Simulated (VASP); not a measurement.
Runs of VASP 6.6.1 on Zn. The structure is cubic, space group Fm-3m (No. 225). The conventional cell has a = 3.930 Å, b = 3.930 Å, c = 3.930 Å, α = 90.00°, β = 90.00°, γ = 90.00°. Zn (site symmetry m-3m) has 12 Zn at 2.78 Å as nearest neighbours. This isn't the form of Zn at room conditions, which is hcp.

| level | gap on the mesh (eV) | pressure (GPa) | relaxed volume (Å³/atom) |
| --- | --- | --- | --- |
| SCAN+rVV10 | none | 0.0 | 13.89 |
| SCAN+D3 | none | 0.0 | (b) |
| SCAN+D4 | none | 0.0 | (a) |
| SCAN | none | 0.0 | 13.98 |
| SCAN+D3(BJ) | none | 0.0 | 13.81 |

Alike in all rows: task relaxation of cell and atoms; potentials or basis VASP PAW PBE potentials, release 64 (Zn); no spin polarisation; cell relaxed; k mesh 12 × 12 × 12; cutoff (eV) 600; smearing fermi-dirac 0.05 eV.

Question: Fill in the values left out.

Answer: (a) 13.87; (b) 13.84.

Caveats: the PAW data sets were made with another functional, which shifts forces and pressure a little; pairwise dispersion overbinds metals, which lowers pressure and volume (some runs).

A gap of «none» marks a metal or a gap under the smearing width.
